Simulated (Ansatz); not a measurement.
# CuI, space group Cmcm: cell relaxations under several functionals

Program: the Ansatz DFT code, driven from Python.

Typed at the interpreter:
```pycon
>>> import warnings
>>> import ansatz as az
>>> import numpy as np
>>> def edges_and_angles(cell):
...     cell = np.asarray(cell)
...     a, b, c = np.linalg.norm(cell, axis=1)
...     cosines = cell[1] @ cell[2] / (b * c), cell[0] @ cell[2] / (a * c), cell[0] @ cell[1] / (a * b)
...     return (a, b, c, *np.degrees(np.arccos(cosines)))
...
>>> warnings.simplefilter('ignore', az.DeckWarning)
>>> system = (
...     az.Lattice.from_parameters(7.466335, 7.422173, 4.306998, alpha=90, beta=90, gamma=90)
...     .space_group(63, hermann_mauguin='Cmcm')
...     .atom('Cu', (0.5, 0.079561, 0.75))
...     .atom('I', (0.5, 0.729957, 0.75))
...     .primitive()
... )
>>> system.resolved().sites[-1]
Site(symbol='I', position=(0.22995699999999997, 0.770043, 0.25), moment=None, axis=None, held=None, saved=None)
>>> setup = (
...     system.calculation()
...     .basis(34 * az.Ry)
...     .kpoints(4)
...     .occupations('fixed')
...     .relax(cell=True)
... )
>>> levels = [('pbesol', 'd3bj'), ('blyp', 'd3bj'), ('pbesol', 'none')]
>>> print('level            a       b       c    alpha   beta  gamma  V/atom  steps')
level            a       b       c    alpha   beta  gamma  V/atom  steps
>>> for name, dispersion in levels:
...     seen = []
...     run = setup.functional(name, dispersion=dispersion).session().plan()
...     outcome = run.execute(on_event=lambda e: seen.append(e) if e['event'] == 'relax_step' else None)
...     cell = outcome.lattice.cell_ang
...     label = name if dispersion == 'none' else f'{name}+{dispersion}'
...     print('{:13s} {:7.4f} {:7.4f} {:7.4f} {:6.2f} {:6.2f} {:6.2f}'.format(label, *edges_and_angles(cell)), f'{abs(np.linalg.det(cell)) / len(outcome.lattice.sites):7.3f} {len(seen):5d}')
...
pbesol+d3bj    4.5394  4.5394  4.3746  90.00  90.00  95.41  22.435    11
blyp+d3bj      4.7170  4.7170  4.4347  90.00  90.00  94.41  24.594     7
pbesol         5.0102  5.0102  4.2911  90.00  90.00  90.82  26.926     7
```

From smallest to largest: PBEsol+D3BJ (22.44 Å³ an atom, -24.8 % against the start), BLYP+D3BJ (24.59 Å³ an atom, -17.6 % against the start) and PBEsol (26.93 Å³ an atom, -9.7 % against the start). The spread is 20.0 % in volume.

What to keep in mind:
- No spin polarisation was allowed.
- Edges and angles are those of the cell as typed, here a primitive one, not of the conventional cell.
- Without a Hubbard U or exact exchange, semilocal functionals often make such 3d compounds metallic or too weakly gapped.
- The structure comes from a database of computed cells and needn't be a stable or known phase.
- Hardware and time: 2.9 min on 1 thread of Arm Neoverse V1 (shared host), peak memory 0.53 GiB.
